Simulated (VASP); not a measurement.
**Te: single point with HSE(alpha, omega)**

Te:

```
CELL_PARAMETERS angstrom
5.22326 0.00000 0.00000
0.00000 5.22326 0.00000
0.00000 0.00000 5.22326
ATOMIC_POSITIONS crystal
Te 0.87500 0.12500 0.62500
Te 0.37500 0.37500 0.37500
Te 0.12500 0.62500 0.87500
Te 0.62500 0.87500 0.12500
```

The cell was built by a generator and needn't be a form met in nature.

```
Program             : VASP 6.6.1
Task                : single point
Functional          : HSE(alpha, omega)
Potentials or basis : VASP PAW PBE potentials, release 64 (Te)
Cutoff              : 520 eV
k mesh              : 3 × 3 × 3
Occupations         : fermi-dirac, width 0.05 eV
Spin                : no spin polarisation
```

```
Pressure               : -3.6 GPa
Band gap on the k mesh : 0.51 eV, indirect (least direct gap 1.09 eV)
```

Levels at points of the mesh, in eV from the valence-band top:
```
           k point  band 10  band 11  band 12  band 13  band 14  band 15
(0.00, 0.00, 0.00)    -4.27    -1.36    -1.36     0.51     0.51     0.51
```

It took 110 s on 1 thread of Intel(R) Xeon(R) 6975P-C (Granite Rapids), with other jobs on the host, peak memory 0.33 GiB.

Caveat: the PAW data sets were made with another functional, which shifts forces and pressure a little; spin-orbit coupling is left out, which moves the levels of the heavy elements; an odd mesh through Γ misses points on the zone boundary, where band edges often lie.
